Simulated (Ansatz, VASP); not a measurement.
# One calculation of C, two programs

```xyz
2
Lattice="1.2280 0.7090 3.3470 -1.2280 0.7090 3.3470 0.0000 -1.4180 3.3470" Properties=species:S:1:pos:R:3 pbc="T T T"
C     0.0000    0.0000    8.3682
C     0.0000    0.0000    1.6728
```

Alike in both runs: functional PBE; dispersion D3(BJ); k mesh 15 × 15 × 15; occupations gaussian, width 0.02 eV; no spin polarisation.

Ansatz relaxed the structure, and its values are those at the end. VASP's run is a single point on that final structure, the one shown.

|  | VASP | Ansatz |
| --- | --- | --- |
| version | VASP 6.6.1 | Ansatz 0.2.0 |
| potentials or method | VASP PAW PBE potentials, release 64 (C) | scalar-relativistic, plane waves, PAW |
| plane-wave cutoff (eV) | 520 | 420 |
| valence electrons in the cell | 8 | 8 |

```csv
,VASP,Ansatz,Ansatz less VASP
gap on the k mesh at the Fermi level (eV),0.66,0.66,-0.001
least direct gap on the mesh (eV),0.66,0.66,-0.001
pressure (GPa),3.7,3.3,-0.45
```

Ansatz warned: «stress_scf_threshold_loose».

Caveats: an odd mesh through Γ misses points on the zone boundary, where band edges often lie.
